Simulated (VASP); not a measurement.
# GaS (P6_3/mmc) in VASP: single point with PBE+D3(BJ)

Aim: the single point of GaS with PBE+D3(BJ).

Program: VASP 6.6.1. These are calculated values, not measurements. Logs are shortened: lines on timing, memory, paths and dates and some standing lists are left out, and cuts for length are marked.

**Measured values to compare with.**

“Vapor-liquid-solid growth of highly-mismatched semiconductor nanowires with high-fidelity van der Waals layer stacking”, 2022, arxiv:2211.03366 quotes, for a bulk crystal of GaS at 77 K: band gap 2.59 eV (indirect).

How close the calculation comes is told below.

## Step 1: Starting point

Symmetry: P6_3/mmc, No. 194, hexagonal system. The conventional cell has a = 3.585 Å, b = 3.585 Å, c = 15.500 Å, α = 90.00°, β = 90.00°, γ = 120.00°. Ga (site symmetry 3m) has 3 S at 2.34 Å and 1 Ga at 2.48 Å as nearest neighbours. Around S (site symmetry 3m) lie 3 Ga at 2.34 Å.

## Step 2: Single point, PBE+D3(BJ)

INCAR reads:

```
SYSTEM = GaS
PREC     = Accurate       ! precision mode
ENCUT    = 520            ! plane-wave cutoff, eV
EDIFF    = 1E-7           ! SCF threshold, eV
ISMEAR   = 0              ! smearing method
SIGMA    = 0.1            ! smearing width, eV
LREAL    = .False.        ! projectors in reciprocal space
LASPH    = .True.         ! aspherical terms in the spheres
NELM     = 100            ! most SCF steps
ALGO     = Fast           ! electronic algorithm
ISIF     = 2              ! what is computed and relaxed
LWAVE    = .False.        ! write WAVECAR
LCHARG   = .False.        ! write CHGCAR
GGA      = PE             ! functional
IVDW     = 12             ! dispersion correction
NBANDS   = 48             ! bands
```

KPOINTS reads:

```
regular mesh
0
Gamma
  6 6 2
  0 0 0
```

POSCAR reads:

```
GaS
1.0
    3.5849995356      0.0000000000      0.0000000000
   -1.7924997678      3.1047006704      0.0000000000
    0.0000000000      0.0000000000     15.5000000000
Ga S
4 4
Direct
    0.3333333333      0.6666666667      0.1700000000
    0.6666666667      0.3333333333      0.6700000000
    0.3333333333      0.6666666667      0.3300000000
    0.6666666667      0.3333333333      0.8300000000
    0.3333333333      0.6666666667      0.6000000000
    0.6666666667      0.3333333333      0.1000000000
    0.3333333333      0.6666666667      0.9000000000
    0.6666666667      0.3333333333      0.4000000000
```

Potentials or basis: VASP PAW PBE potentials, release 64 (Ga_d, S).

The run is started by

```console
> cat potpaw_PBE.64/Ga_d/POTCAR potpaw_PBE.64/S/POTCAR > POTCAR
> mpirun -np 1 vasp_std > vasp.out
```

OUTCAR:

```text
SYSTEM = GaS
   PREC = Accurate
   ENCUT = 520
   EDIFF = 1E-7
   ISMEAR = 0
   LREAL = .False.
   LASPH = .True.
   NELM = 100
   ISIF = 2
   GGA = PE
   IVDW = 12
 IVDW          = 12

 ion  position               nearest neighbor table
   1  0.333  0.667  0.170-   6 2.34   6 2.34   6 2.34   3 2.48
   2  0.667  0.333  0.670-   5 2.34   5 2.34   5 2.34   4 2.48
   3  0.333  0.667  0.330-   8 2.34   8 2.34   8 2.34   1 2.48
   4  0.667  0.333  0.830-   7 2.34   7 2.34   7 2.34   2 2.48
   5  0.333  0.667  0.600-   2 2.34   2 2.34   2 2.34
   6  0.667  0.333  0.100-   1 2.34   1 2.34   1 2.34
   7  0.333  0.667  0.900-   4 2.34   4 2.34   4 2.34
   8  0.667  0.333  0.400-   3 2.34   3 2.34   3 2.34

  LATTYP: Found a hexagonal cell.
 ALAT       =     3.5849995356
 C/A-ratio  =     4.3235709924

  Lattice vectors:

 A1 = (   3.5849995356,   0.0000000000,   0.0000000000)
 A2 = (  -1.7924997678,   3.1047006704,   0.0000000000)
 A3 = (   0.0000000000,   0.0000000000,  15.5000000000)

Analysis of symmetry for initial positions (statically):
=====================================================================
 Subroutine PRICEL returns:
 Original cell was already a primitive cell.

 Routine SETGRP: Setting up the symmetry group for a
 hexagonal supercell.

 Subroutine GETGRP returns: Found 24 space group operations
 (whereof 12 operations were pure point group operations)
 out of a pool of 24 trial point group operations.

The static configuration has the point symmetry D_3d.
 The point group associated with its full space group is D_6h.

Analysis of symmetry for dynamics (positions and initial velocities):
=====================================================================
 Subroutine PRICEL returns:
 Original cell was already a primitive cell.

 Routine SETGRP: Setting up the symmetry group for a
 hexagonal supercell.

 Subroutine GETGRP returns: Found 24 space group operations
 (whereof 12 operations were pure point group operations)
 out of a pool of 24 trial point group operations.

The dynamic configuration has the point symmetry D_3d.
 The point group associated with its full space group is D_6h.

 Subroutine INISYM returns: Found 24 space group operations
 (whereof 12 operations are pure point group operations),
 and found     1 'primitive' translations

----------------------------------------------------------------------------------------

                                     Primitive cell

  volume of cell :     172.5204

  direct lattice vectors                    reciprocal lattice vectors
     3.584999536  0.000000000  0.000000000     0.278940064  0.161046121  0.000000000
    -1.792499768  3.104700670  0.000000000     0.000000000  0.322092242  0.000000000
     0.000000000  0.000000000 15.500000000     0.000000000  0.000000000  0.064516129

  length of vectors
     3.584999536  3.584999536 15.500000000     0.322092242  0.322092242  0.064516129

  position of ions in fractional coordinates (direct lattice)
     0.333333333  0.666666667  0.170000000
     0.666666667  0.333333333  0.670000000
     0.333333333  0.666666667  0.330000000
     0.666666667  0.333333333  0.830000000
     0.333333333  0.666666667  0.600000000
     0.666666667  0.333333333  0.100000000
     0.333333333  0.666666667  0.900000000
     0.666666667  0.333333333  0.400000000

  ion indices of the primitive-cell ions
   primitive index   ion index
                 1           1
                 2           2
                 3           3
                 4           4
                 5           5
                 6           6
                 7           7
                 8           8

----------------------------------------------------------------------------------------

 KPOINTS: regular mesh

Automatic generation of k-mesh.
 Grid dimensions read from file:
 generate k-points for:    6    6    2

 Generating k-lattice:

  Cartesian coordinates                     Fractional coordinates (reciprocal lattice)
     0.046490011  0.026841020  0.000000000     0.166666667  0.000000000  0.000000000
     0.000000000  0.053682040  0.000000000     0.000000000  0.166666667  0.000000000
     0.000000000  0.000000000  0.032258065     0.000000000  0.000000000  0.500000000

  Length of vectors
     0.053682040  0.053682040  0.032258065

  Shift w.r.t. Gamma in fractional coordinates (k-lattice)
     0.000000000  0.000000000  0.000000000

 Subroutine IBZKPT returns following result:
 ===========================================

 Found     14 irreducible k-points:

 Following reciprocal coordinates:
            Coordinates               Weight
  0.000000  0.000000  0.000000      1.000000
  0.166667 -0.000000  0.000000      6.000000
  0.333333 -0.000000  0.000000      6.000000
  0.500000 -0.000000  0.000000      3.000000
  0.166667  0.166667  0.000000      6.000000
  0.333333  0.166667  0.000000     12.000000
  0.333333  0.333333  0.000000      2.000000
  0.000000  0.000000  0.500000      1.000000
  0.166667 -0.000000  0.500000      6.000000
  0.333333 -0.000000  0.500000      6.000000
  0.500000 -0.000000  0.500000      3.000000
  0.166667  0.166667  0.500000      6.000000
  0.333333  0.166667  0.500000     12.000000
  0.333333  0.333333  0.500000      2.000000
   k-points           NKPTS =     14   k-points in BZ     NKDIM =     14   number of bands    NBANDS=     48
   number of dos      NEDOS =    301   number of ions     NIONS =      8
   total plane-waves  NPLWV =  94080
   dimension x,y,z NGX =    28 NGY =   28 NGZ =  120
   dimension x,y,z NGXF=    56 NGYF=   56 NGZF=  240
   ions per type =               4   4
   NGX,Y,Z   is equivalent  to a cutoff of  12.98, 12.98, 12.87 a.u.
   NGXF,Y,Z  is equivalent  to a cutoff of  25.97, 25.97, 25.74 a.u.
 SYSTEM =  GaS
   PREC   = accura    normal or accurate (medium, high low for compatibility)
   ISTART =      0    job   : 0-new  1-cont  2-samecut
   ICHARG =      2    charge: 1-file 2-atom 10-const
   ISPIN  =      1    spin polarized calculation?
   LNONCOLLINEAR =      F non collinear calculations
   LSORBIT =      F    spin-orbit coupling
   LASPH  =      T    aspherical Exc in radial PAW
   ENCUT  =  520.0 eV  38.22 Ry    6.18 a.u.   6.67  6.67 28.82*2*pi/ulx,y,z
   NELM   =    100;   NELMIN=  2; NELMDL= -5     # of ELM steps
   EDIFF  = 0.1E-06   stopping-criterion for ELM
   LREAL  =      F    real-space projection
   EDIFFG = 0.1E-05   stopping-criterion for IOM
   NSW    =      0    number of steps for IOM
   IBRION =     -1    ionic relax: 0-MD 1-quasi-New 2-CG
   NFREE  =      0    steps in history (QN), initial steepest desc. (CG)
   ISIF   =      2    stress and relaxation
   ISYM   =      2    0-nonsym 1-usesym 2-fastsym
   POTIM  = 0.5000    time-step for ionic-motion
   TEBEG  =    0.0;   TEEND  =   0.0 temperature during run
   PSTRESS=    0.0 pullay stress
   NELECT =      76.0000    total number of electrons
   NUPDOWN=      -1.0000    fix difference up-down
   EMIN   =  10.00;   EMAX   =-10.00  energy-range for DOS
   EFERMI =   0.00;   METHOD = LEGACY
   ISMEAR =     0;   SIGMA  =   0.10  broadening in eV -4-tet -1-fermi 0-gaus
   EFERMI_NEDOS =   21; number of points for ismear=-14 and -15
   IALGO  =     68    algorithm
   IMIX   =      4    mixing-type and parameters
     AMIX     =   0.40;   BMIX     =  1.00
     AMIX_MAG =   1.60;   BMIX_MAG =  1.00
  volume/ion in A,a.u.               =      21.57       145.53
  Fermi-wavevector in a.u.,A,eV,Ry     =   1.245659  2.353954 21.111703  1.551666
  Thomas-Fermi vector in A             =   2.379871
   LORBIT       =      0    0 simple, 1 ext, 2 COOP (PROOUT), +10 PAW based schemes
   GGA     = PE    functional components
   LHFCALC =     F    Hartree Fock is set to
   AEXX    =    0.0000 exact exchange contribution
   IVDW    =    12    specifies the selected vdW correction
   LEPSILON=     F    determine dielectric tensor
   LRPA    =     F    only Hartree local field effects (RPA)
 non-spin polarized calculation
 RMM-DIIS sequential band-by-band and
 Gauss-broadening in eV      SIGMA  =   0.10
  energy-cutoff  :      520.00
  volume of cell :      172.52
 maximum number of plane-waves:      4738
 NGX is ok and might be reduce to    28
   NGX = 13   NGY = 13   NGZ = 57

 number of electron      76.0000014 magnetization

 Free energy of the ion-electron system (eV)
  ---------------------------------------------------
  ext. energy  EPLUGINS =         0.00000000
  ---------------------------------------------------
  free energy    TOTEN  =       -33.19693456 eV

  energy without entropy =      -33.19693456  energy(sigma->0) =      -33.19693456

 E-fermi :   4.4298     XC(G=0):  -9.4934

 val. band max:        3.9572960489   @ k =   0.0000   0.0000   0.0000
 cond. band min:       5.5481445134   @ k =   0.5000  -0.0000   0.0000
 fundamental gap:      1.5908484645
 Fermi energy:         4.4298382858

 k-point     1 :       0.0000    0.0000    0.0000
  band No.  band energies     occupation
      1     -10.9967      2.00000
      2     -10.9925      2.00000
      3     -10.8765      2.00000
      4     -10.8765      2.00000
      5     -10.8764      2.00000
      6     -10.8764      2.00000
[... 40 lines left out ...]
     47       9.7489      0.00000
     48       9.9169      0.00000

 k-point     2 :       0.1667   -0.0000    0.0000
  band No.  band energies     occupation
      1     -11.0421      2.00000
      2     -11.0314      2.00000
      3     -10.9593      2.00000
      4     -10.9439      2.00000
      5     -10.9154      2.00000
      6     -10.9122      2.00000
[... 40 lines left out ...]
     47       9.1168      0.00000
     48       9.3725      0.00000

 k-point     3 :       0.3333   -0.0000    0.0000
  band No.  band energies     occupation
      1     -11.1301      2.00000
      2     -11.1206      2.00000
      3     -11.0642      2.00000
      4     -11.0533      2.00000
      5     -10.9156      2.00000
      6     -10.9141      2.00000
[... 550 lines left out ...]
     47       9.1004      0.00000
     48       9.1006      0.00000

 k-point    14 :       0.3333    0.3333    0.5000
  band No.  band energies     occupation
      1     -11.1567      2.00000
      2     -11.1567      2.00000
      3     -11.0991      2.00000
      4     -11.0991      2.00000
      5     -10.9071      2.00000
      6     -10.9071      2.00000
[... 40 lines left out ...]
     47      10.5763      0.00000
     48      10.6011      0.00000

------------------------ aborting loop because EDIFF is reached ----------------------------------------

 Edisp (eV)   -2.18150

 E8    (eV) :    -0.9068

  FORCE on cell =-STRESS in cart. coord.  units (eV):
  Direction    XX          YY          ZZ          XY          YZ          ZX
  --------------------------------------------------------------------------------------
  -------------------------------------------------------------------------------------
  Total       0.39985     0.39985    -0.83138     0.00000     0.00000     0.00000
  in kB       3.71340     3.71340    -7.72094     0.00000     0.00000     0.00000
  external pressure =       -0.10 kB  Pullay stress =        0.00 kB

 VOLUME and BASIS-vectors are now :
 -----------------------------------------------------------------------------
  energy-cutoff  :      520.00
  volume of cell :      172.52
      direct lattice vectors                 reciprocal lattice vectors
     3.584999536  0.000000000  0.000000000     0.278940064  0.161046121  0.000000000
    -1.792499768  3.104700670  0.000000000     0.000000000  0.322092242  0.000000000
     0.000000000  0.000000000 15.500000000     0.000000000  0.000000000  0.064516129

 POSITION                                       TOTAL-FORCE (eV/Angst)
 -----------------------------------------------------------------------------------
     -0.00000      2.06980      2.63500         0.000000      0.000000      0.252271
      1.79250      1.03490     10.38500         0.000000     -0.000000      0.252271
     -0.00000      2.06980      5.11500        -0.000000      0.000000     -0.252271
      1.79250      1.03490     12.86500        -0.000000     -0.000000     -0.252271
     -0.00000      2.06980      9.30000         0.000000     -0.000000     -0.048438
      1.79250      1.03490      1.55000         0.000000      0.000000     -0.048438
     -0.00000      2.06980     13.95000         0.000000      0.000000      0.048438
      1.79250      1.03490      6.20000         0.000000      0.000000      0.048438
 -----------------------------------------------------------------------------------
    total drift:                               -0.000000      0.000000      0.000000

  FREE ENERGIE OF THE ION-ELECTRON SYSTEM (eV)
  ---------------------------------------------------
  free  energy   TOTEN  =       -35.3784309300 eV

  energy  without entropy=      -35.3784309300  energy(sigma->0) =      -35.37843093
```

It took 1.8 min on 1 thread of AMD EPYC 9R45 (Zen 5), shared host; peak memory 0.3 GiB.

Results:

```yaml
Free_energy: -35.3784 eV
Pressure: 0.0 GPa
Largest_force: 0.252 eV/Å
Band_gap_on_the_k_mesh: 1.59 eV, indirect (least direct gap 1.66 eV)
Dispersion_energy_per_atom: -0.273 eV
```

Forces on the atoms (eV/Å):
```
Ga   0.000  0.000  0.252
Ga   0.000  0.000  0.252
Ga   0.000  0.000 -0.252
Ga   0.000  0.000 -0.252
S    0.000  0.000 -0.048
S    0.000  0.000 -0.048
S    0.000  0.000  0.048
S    0.000  0.000  0.048
```

## Step 3: Against experiment

Step 2. Against the measured gap of GaS, 2.59 eV (indirect; 77 K; quoted in “Vapor-liquid-solid growth of highly-mismatched semiconductor nanowires with high-fidelity van der Waals layer stacking”, 2022, arxiv:2211.03366), the calculated 1.59 eV is off by -1.00 eV. 2 values of this kind are on record (2.53 to 2.59 eV); this one was drawn at random. Spin-orbit coupling on Ga is left out. The value is that of PBE+D3(BJ) on a finite k mesh, which can miss the band edges, without temperature or zero-point motion. Semilocal functionals fall short of measured gaps as a rule.
